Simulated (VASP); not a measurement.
# AlN (Fm-3m) in VASP: a series of runs

Runs on AlN. Level: PBEsol. Tasks: single point.

All numbers are computed with VASP 6.6.1; they aren't measurements. Logs are shortened: lines on timing, memory, paths and dates and some standing lists are left out, and cuts for length are marked.

## (1) Starting point

The structure is cubic, space group Fm-3m (No. 225). The conventional cell has a = 4.069 Å, b = 4.069 Å, c = 4.069 Å, α = 90.00°, β = 90.00°, γ = 90.00°. Al (site symmetry m-3m) is surrounded by 6 N at 2.03 Å. N (site symmetry m-3m) is surrounded by 6 Al at 2.03 Å.

Measurements of this composition are mostly on another form, of space group No. 186.

## (2) Single point, PBEsol

Input file INCAR:

```
PREC = Accurate ; ENCUT = 520
EDIFF = 1E-6 ; ISMEAR = 0
SIGMA = 0.05 ; LREAL = False
LASPH = True ; NELM = 80
ALGO = Normal ; ISIF = 2
LWAVE = False ; LCHARG = False
GGA = PS ; NBANDS = 11
```

Input file KPOINTS:

```
regular mesh
0
Gamma
  10 10 10
```

Input file POSCAR:

```
AlN
1.0
    0.0000000000      2.0345180000      2.0345180000
    2.0345180000      0.0000000000      2.0345180000
    2.0345180000      2.0345180000      0.0000000000
Al N
1 1
Direct
    0.5000000000      0.5000000000      0.5000000000
    0.0000000000      0.0000000000      0.0000000000
```

Potentials or basis: VASP PAW PBE potentials, release 64 (Al, N).

Command:

```
$ cat potpaw_PBE.64/Al/POTCAR potpaw_PBE.64/N/POTCAR > POTCAR
$ mpirun -np 1 vasp_std > vasp.out
```

OUTCAR:

```text
PREC = Accurate
   ENCUT = 520
   EDIFF = 1E-6
   ISMEAR = 0
   LREAL = False
   LASPH = True
   NELM = 80
   ISIF = 2
   GGA = PS

 ion  position               nearest neighbor table
   1  0.500  0.500  0.500-   2 2.03   2 2.03   2 2.03   2 2.03   2 2.03   2 2.03
   2  0.000  0.000  0.000-   1 2.03   1 2.03   1 2.03   1 2.03   1 2.03   1 2.03

  LATTYP: Found a face centered cubic cell.
 ALAT       =     4.0690360000

  Lattice vectors:

 A1 = (   0.0000000000,   2.0345180000,   2.0345180000)
 A2 = (   2.0345180000,   0.0000000000,   2.0345180000)
 A3 = (   2.0345180000,   2.0345180000,   0.0000000000)

Analysis of symmetry for initial positions (statically):
=====================================================================
 Subroutine PRICEL returns:
 Original cell was already a primitive cell.

 Routine SETGRP: Setting up the symmetry group for a
 face centered cubic supercell.

 Subroutine GETGRP returns: Found 48 space group operations
 (whereof 48 operations were pure point group operations)
 out of a pool of 48 trial point group operations.

The static configuration has the point symmetry O_h .

Analysis of symmetry for dynamics (positions and initial velocities):
=====================================================================
 Subroutine PRICEL returns:
 Original cell was already a primitive cell.

 Routine SETGRP: Setting up the symmetry group for a
 face centered cubic supercell.

 Subroutine GETGRP returns: Found 48 space group operations
 (whereof 48 operations were pure point group operations)
 out of a pool of 48 trial point group operations.

The dynamic configuration has the point symmetry O_h .

 Subroutine INISYM returns: Found 48 space group operations
 (whereof 48 operations are pure point group operations),
 and found     1 'primitive' translations

----------------------------------------------------------------------------------------

                                     Primitive cell

  volume of cell :      16.8428

  direct lattice vectors                    reciprocal lattice vectors
     0.000000000  2.034518000  2.034518000    -0.245758455  0.245758455  0.245758455
     2.034518000  0.000000000  2.034518000     0.245758455 -0.245758455  0.245758455
     2.034518000  2.034518000  0.000000000     0.245758455  0.245758455 -0.245758455

  length of vectors
     2.877242948  2.877242948  2.877242948     0.425666130  0.425666130  0.425666130

  position of ions in fractional coordinates (direct lattice)
     0.500000000  0.500000000  0.500000000
     0.000000000  0.000000000  0.000000000

  ion indices of the primitive-cell ions
   primitive index   ion index
                 1           1
                 2           2

----------------------------------------------------------------------------------------

 KPOINTS: regular mesh

Automatic generation of k-mesh.
 Grid dimensions read from file:
 generate k-points for:   10   10   10

 Generating k-lattice:

  Cartesian coordinates                     Fractional coordinates (reciprocal lattice)
    -0.024575845  0.024575845  0.024575845     0.100000000  0.000000000  0.000000000
     0.024575845 -0.024575845  0.024575845     0.000000000  0.100000000  0.000000000
     0.024575845  0.024575845 -0.024575845     0.000000000  0.000000000  0.100000000

  Length of vectors
     0.042566613  0.042566613  0.042566613

  Shift w.r.t. Gamma in fractional coordinates (k-lattice)
     0.000000000  0.000000000  0.000000000

 Subroutine IBZKPT returns following result:
 ===========================================

 Found     47 irreducible k-points:

 Following reciprocal coordinates:
            Coordinates               Weight
  0.000000  0.000000  0.000000      1.000000
  0.100000  0.000000  0.000000      8.000000
  0.200000  0.000000  0.000000      8.000000
  0.300000  0.000000  0.000000      8.000000
  0.400000  0.000000  0.000000      8.000000
  0.500000  0.000000  0.000000      4.000000
[... 16 lines left out ...]
  0.300000  0.300000  0.000000      6.000000
  0.400000  0.300000  0.000000     24.000000
 [... further k-points ...]
   k-points           NKPTS =     47   k-points in BZ     NKDIM =     47   number of bands    NBANDS=     11
   number of dos      NEDOS =    301   number of ions     NIONS =      2
   total plane-waves  NPLWV =  13824
   dimension x,y,z NGX =    24 NGY =   24 NGZ =   24
   dimension x,y,z NGXF=    48 NGYF=   48 NGZF=   48
   ions per type =               1   1
   NGX,Y,Z   is equivalent  to a cutoff of  13.87, 13.87, 13.87 a.u.
   NGXF,Y,Z  is equivalent  to a cutoff of  27.73, 27.73, 27.73 a.u.
 SYSTEM =  unknown system
   PREC   = accura    normal or accurate (medium, high low for compatibility)
   ISTART =      0    job   : 0-new  1-cont  2-samecut
   ICHARG =      2    charge: 1-file 2-atom 10-const
   ISPIN  =      1    spin polarized calculation?
   LNONCOLLINEAR =      F non collinear calculations
   LSORBIT =      F    spin-orbit coupling
   LASPH  =      T    aspherical Exc in radial PAW
   ENCUT  =  520.0 eV  38.22 Ry    6.18 a.u.   5.35  5.35  5.35*2*pi/ulx,y,z
   NELM   =     80;   NELMIN=  2; NELMDL= -5     # of ELM steps
   EDIFF  = 0.1E-05   stopping-criterion for ELM
   LREAL  =      F    real-space projection
   EDIFFG = 0.1E-04   stopping-criterion for IOM
   NSW    =      0    number of steps for IOM
   IBRION =     -1    ionic relax: 0-MD 1-quasi-New 2-CG
   NFREE  =      0    steps in history (QN), initial steepest desc. (CG)
   ISIF   =      2    stress and relaxation
   ISYM   =      2    0-nonsym 1-usesym 2-fastsym
   POTIM  = 0.5000    time-step for ionic-motion
   TEBEG  =    0.0;   TEEND  =   0.0 temperature during run
   PSTRESS=    0.0 pullay stress
   NELECT =       8.0000    total number of electrons
   NUPDOWN=      -1.0000    fix difference up-down
   EMIN   =  10.00;   EMAX   =-10.00  energy-range for DOS
   EFERMI =   0.00;   METHOD = LEGACY
   ISMEAR =     0;   SIGMA  =   0.05  broadening in eV -4-tet -1-fermi 0-gaus
   EFERMI_NEDOS =   21; number of points for ismear=-14 and -15
   IALGO  =     38    algorithm
   IMIX   =      4    mixing-type and parameters
     AMIX     =   0.40;   BMIX     =  1.00
     AMIX_MAG =   1.60;   BMIX_MAG =  1.00
  volume/ion in A,a.u.               =       8.42        56.83
  Fermi-wavevector in a.u.,A,eV,Ry     =   1.277321  2.413786 22.198561  1.631548
  Thomas-Fermi vector in A             =   2.409927
   LORBIT       =      0    0 simple, 1 ext, 2 COOP (PROOUT), +10 PAW based schemes
   GGA     = PS    functional components
   LHFCALC =     F    Hartree Fock is set to
   AEXX    =    0.0000 exact exchange contribution
   IVDW    =     0    specifies the selected vdW correction
   LEPSILON=     F    determine dielectric tensor
   LRPA    =     F    only Hartree local field effects (RPA)
 non-spin polarized calculation
 Gauss-broadening in eV      SIGMA  =   0.05
  energy-cutoff  :      520.00
  volume of cell :       16.84
 maximum number of plane-waves:       469
 NGX is ok and might be reduce to    24
   NGX = 11   NGY = 11   NGZ = 11

 number of electron       7.9999999 magnetization

 Free energy of the ion-electron system (eV)
  ---------------------------------------------------
  ext. energy  EPLUGINS =         0.00000000
  ---------------------------------------------------
  free energy    TOTEN  =       -15.44480656 eV

  energy without entropy =      -15.44480656  energy(sigma->0) =      -15.44480656

 E-fermi :   9.9278     XC(G=0): -12.3630

 val. band max:        9.6412707157   @ k =   0.0000   0.0000   0.0000
 cond. band min:      14.0160562877   @ k =   0.5000   0.5000   0.0000
 fundamental gap:      4.3747855720
 Fermi energy:         9.9277994050

 k-point     1 :       0.0000    0.0000    0.0000
  band No.  band energies     occupation
      1      -7.7364      2.00000
      2       9.6413      2.00000
      3       9.6413      2.00000
      4       9.6413      2.00000
      5      15.0398      0.00000
      6      21.6071      0.00000
      7      21.6071      0.00000
      8      21.6071      0.00000
      9      26.6344      0.00000
     10      27.1904      0.00000
     11      27.1904      0.00000

 k-point     2 :       0.1000    0.0000    0.0000
  band No.  band energies     occupation
      1      -7.5337      2.00000
      2       8.6191      2.00000
      3       9.5213      2.00000
      4       9.5213      2.00000
      5      15.6751      0.00000
      6      20.7012      0.00000
      7      21.8985      0.00000
      8      21.8985      0.00000
      9      25.5652      0.00000
     10      25.5652      0.00000
     11      27.5130      0.00000

 k-point     3 :       0.2000    0.0000    0.0000
  band No.  band energies     occupation
      1      -6.9438      2.00000
      2       6.4882      2.00000
      3       9.2303      2.00000
      4       9.2303      2.00000
      5      16.3345      0.00000
      6      20.1847      0.00000
      7      22.0496      0.00000
      8      22.0496      0.00000
      9      24.9944      0.00000
     10      24.9944      0.00000
     11      26.8401      0.00000

 k-point     4 :       0.3000    0.0000    0.0000
  band No.  band energies     occupation
      1      -6.0392      2.00000
      2       4.1807      2.00000
      3       8.9080      2.00000
      4       8.9080      2.00000
      5      16.0902      0.00000
      6      21.0923      0.00000
      7      21.3006      0.00000
      8      21.3006      0.00000
      9      26.0257      0.00000
     10      26.4742      0.00000
     11      26.4742      0.00000
[... 239 lines left out ...]
 k-point    22 :      -0.2000    0.2000    0.0000
  band No.  band energies     occupation
      1      -5.7467      2.00000
      2       4.7127      2.00000
      3       6.7248      2.00000
      4       8.9736      2.00000
      5      18.0470      0.00000
      6      19.4496      0.00000
      7      20.2067      0.00000
      8      21.9075      0.00000
      9      24.4394      0.00000
     10      28.4353      0.00000
     11      29.7410      0.00000

 k-point    23 :       0.3000    0.3000    0.0000
  band No.  band energies     occupation
      1      -5.5064      2.00000
      2       4.8574      2.00000
      3       7.6366      2.00000
      4       7.6366      2.00000
      5      16.1965      0.00000
      6      16.2699      0.00000
      7      21.1122      0.00000
      8      24.9604      0.00000
      9      24.9604      0.00000
     10      29.9106      0.00000
     11      33.3339      0.00000

 k-point    24 :       0.4000    0.3000    0.0000
  band No.  band energies     occupation
      1      -4.7574      2.00000
      2       3.8347      2.00000
      3       6.8660      2.00000
      4       7.3821      2.00000
      5      15.5771      0.00000
      6      16.3867      0.00000
      7      21.5629      0.00000
      8      24.9222      0.00000
      9      25.6597      0.00000
     10      31.1604      0.00000
     11      34.0041      0.00000

 [... further k-points ...]
[... 5 lines left out ...]
  --------------------------------------------------------------------------------------
  -------------------------------------------------------------------------------------
  Total       -0.4794072     -0.4794072     -0.4794072      0.0000000      0.0000000     -0.0000000
  in kB      -45.6037465    -45.6037465    -45.6037465      0.0000000      0.0000000     -0.0000000
  external PRESSURE =     -45.6037465 kB  Pullay stress =       0.0000000 kB

 VOLUME and BASIS-vectors are now :
 -----------------------------------------------------------------------------
  energy-cutoff  :      520.00
  volume of cell :       16.84
      direct lattice vectors                 reciprocal lattice vectors
     0.000000000  2.034518000  2.034518000    -0.245758455  0.245758455  0.245758455
     2.034518000  0.000000000  2.034518000     0.245758455 -0.245758455  0.245758455
     2.034518000  2.034518000  0.000000000     0.245758455  0.245758455 -0.245758455

 POSITION                                       TOTAL-FORCE (eV/Angst)
 -----------------------------------------------------------------------------------
      2.03452      2.03452      2.03452         0.000000      0.000000      0.000000
      0.00000      0.00000      0.00000         0.000000      0.000000     -0.000000
 -----------------------------------------------------------------------------------
    total drift:                                0.000000     -0.000000     -0.000000

  FREE ENERGIE OF THE ION-ELECTRON SYSTEM (eV)
  ---------------------------------------------------
  free  energy   TOTEN  =       -15.4448065610 eV

  energy  without entropy=      -15.4448065610  energy(sigma->0) =      -15.44480656
```

Run time: 9.4 s. Hardware: 1 thread of Intel Xeon Platinum 8259CL at 2.50GHz (Skylake/Cascade Lake), shared host; peak memory 0.13 GiB.

Results:

| Item | Value |
| --- | --- |
| Free energy | -15.4448 eV |
| Pressure | -4.6 GPa |
| Band gap on the k mesh | 4.37 eV, indirect (least direct gap 5.40 eV) |

Levels at points of the mesh, in eV from the valence-band top:
```
           k point  band 2  band 3  band 4  band 5  band 6  band 7
(0.00, 0.00, 0.00)    0.00    0.00    0.00    5.40   11.97   11.97
(0.50, 0.00, 0.00)   -8.24   -1.06   -1.06    5.92   10.75   10.75
(0.50, 0.50, 0.00)   -7.32   -2.77   -2.77    4.37    5.17   13.74
```

Caveat: the PAW data sets were made with another functional, which shifts forces and pressure a little. A k mesh can miss the band edges.

## (3) Single point, PBEsol

This run uses another cell than the first one, of 8.61 Å³/atom, 1.022 times its volume.

Input file INCAR:

```
SYSTEM = AlN
  PREC = Accurate
  ENCUT = 520
  EDIFF = 1E-7
  ISMEAR = 0
  SIGMA = 0.05
  LREAL = .FALSE.
  LASPH = .TRUE.
  NELM = 60
  ALGO = Fast
  ISIF = 2
  LWAVE = .FALSE.
  LCHARG = .FALSE.
  GGA = PS
  NBANDS = 11
```

Input file KPOINTS:

```
Automatic mesh
0
G
  10 10 10
  0 0 0
```

Input file POSCAR:

```
AlN
1.0
    0.0000000000      2.0491975692      2.0491975692
    2.0491975692      0.0000000000      2.0491975692
    2.0491975692      2.0491975692      0.0000000000
Al N
1 1
Direct
    0.5000000000      0.5000000000      0.5000000000
    0.0000000000      0.0000000000      0.0000000000
```

Potentials or basis: VASP PAW PBE potentials, release 64 (Al, N).

Command:

```
$ cat potpaw_PBE.64/Al/POTCAR potpaw_PBE.64/N/POTCAR > POTCAR
$ mpirun -np 1 vasp_std > vasp.out
```

OUTCAR:

```text
SYSTEM = AlN
   PREC = Accurate
   ENCUT = 520
   EDIFF = 1E-7
   ISMEAR = 0
   LREAL = .FALSE.
   LASPH = .TRUE.
   NELM = 60
   ISIF = 2
   GGA = PS

 ion  position               nearest neighbor table
   1  0.500  0.500  0.500-   2 2.05   2 2.05   2 2.05   2 2.05   2 2.05   2 2.05
   2  0.000  0.000  0.000-   1 2.05   1 2.05   1 2.05   1 2.05   1 2.05   1 2.05

  LATTYP: Found a face centered cubic cell.
 ALAT       =     4.0983951384

  Lattice vectors:

 A1 = (   0.0000000000,   2.0491975692,   2.0491975692)
 A2 = (   2.0491975692,   0.0000000000,   2.0491975692)
 A3 = (   2.0491975692,   2.0491975692,   0.0000000000)

Analysis of symmetry for initial positions (statically):
=====================================================================
 Subroutine PRICEL returns:
 Original cell was already a primitive cell.

 Routine SETGRP: Setting up the symmetry group for a
 face centered cubic supercell.

 Subroutine GETGRP returns: Found 48 space group operations
 (whereof 48 operations were pure point group operations)
 out of a pool of 48 trial point group operations.

The static configuration has the point symmetry O_h .

Analysis of symmetry for dynamics (positions and initial velocities):
[... 166 lines left out ...]
 fundamental gap:      4.1745279571
 Fermi energy:         9.5945900745

 k-point     1 :       0.0000    0.0000    0.0000
  band No.  band energies     occupation
      1      -7.8171      2.00000
      2       9.3684      2.00000
      3       9.3684      2.00000
      4       9.3684      2.00000
      5      14.4662      0.00000
      6      21.2655      0.00000
      7      21.2655      0.00000
      8      21.2655      0.00000
      9      26.2352      0.00000
     10      26.7611      0.00000
     11      26.7611      0.00000
[... 309 lines left out ...]
 k-point    24 :       0.4000    0.3000    0.0000
  band No.  band energies     occupation
      1      -4.9095      2.00000
      2       3.6469      2.00000
      3       6.6512      2.00000
      4       7.1568      2.00000
      5      15.1425      0.00000
      6      16.0684      0.00000
      7      21.0496      0.00000
      8      24.3850      0.00000
      9      25.0969      0.00000
     10      30.6530      0.00000
     11      33.4131      0.00000

 [... further k-points ...]
[... 5 lines left out ...]
  --------------------------------------------------------------------------------------
  -------------------------------------------------------------------------------------
  Total       -1.0330105     -1.0330105     -1.0330105     -0.0000000     -0.0000000     -0.0000000
  in kB      -96.1687139    -96.1687139    -96.1687139     -0.0000000     -0.0000000     -0.0000000
  external PRESSURE =     -96.1687139 kB  Pullay stress =       0.0000000 kB

 VOLUME and BASIS-vectors are now :
 -----------------------------------------------------------------------------
  energy-cutoff  :      520.00
  volume of cell :       17.21
      direct lattice vectors                 reciprocal lattice vectors
     0.000000000  2.049197569  2.049197569    -0.243997947  0.243997947  0.243997947
     2.049197569  0.000000000  2.049197569     0.243997947 -0.243997947  0.243997947
     2.049197569  2.049197569  0.000000000     0.243997947  0.243997947 -0.243997947

 POSITION                                       TOTAL-FORCE (eV/Angst)
 -----------------------------------------------------------------------------------
      2.04920      2.04920      2.04920         0.000000      0.000000      0.000000
      0.00000      0.00000      0.00000        -0.000000      0.000000     -0.000000
 -----------------------------------------------------------------------------------
    total drift:                                0.000000     -0.000000     -0.000000

  FREE ENERGIE OF THE ION-ELECTRON SYSTEM (eV)
  ---------------------------------------------------
  free  energy   TOTEN  =       -15.4287077355 eV

  energy  without entropy=      -15.4287077355  energy(sigma->0) =      -15.42870774
```

It took 12 s on 1 thread of Intel Xeon Platinum 8259CL at 2.50GHz (Skylake/Cascade Lake), shared host; peak memory 0.13 GiB.

What came out:

```
Free energy            : -15.4287 eV
Pressure               : -9.6 GPa
Band gap on the k mesh : 4.17 eV, indirect (least direct gap 5.10 eV)
```

Caveat: the PAW data sets were made with another functional, which shifts forces and pressure a little. A k mesh can miss the band edges.

[end of part 1 of 2]
